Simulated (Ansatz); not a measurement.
Runs of Ansatz 0.2.0 on Sb. It takes space group I4/mmm (No. 139, tetragonal). Conventional cell: a = 3.153 Å, b = 3.153 Å, c = 5.424 Å, α = 90.00°, β = 90.00°, γ = 90.00°. Around Sb (site symmetry 4/mmm) lie 12 Sb at 3.15 to 3.51 Å. This isn't the form of Sb at room conditions, which is rhombohedral.

| task | potentials or basis | spin | k mesh | cutoff (eV) | smearing | mesh quality | pressure (GPa) |
| --- | --- | --- | --- | --- | --- | --- | --- |
| band structure | all-electron LAPW, relativistic spinors | SOC, no magnetisation | 9 × 9 × 9 | 185 | fermi-dirac 0.05 eV | coarse | -1.0 |
| band structure | all-electron LAPW, inner shells corrected to Dirac's equation | off | 12 × 12 × 12 | 185 | fermi-dirac 0.05 eV | not flagged | (a) |
| single point | all-electron LAPW, scalar-relativistic | off | 7 × 7 × 7 | 185 | fermi-dirac 0.03 eV | coarse | -0.5 |
| band structure | all-electron LAPW, non-relativistic | off | 12 × 12 × 12 | 185 | fermi-dirac 0.05 eV | not flagged | -0.8 |

Alike in all rows: level PBEsol; cell as given; basis error allowed 0.001 eV/atom.

Question: Fill in the values left out.

Answer: (a) -1.2.

Caveats: some runs use coarse meshes; the k mesh is thin for a metal, which can move the energy by tens of meV per atom (some runs); relativity is left out, which matters for the heavier elements (some runs).

Not every run made on this cell is shown here.
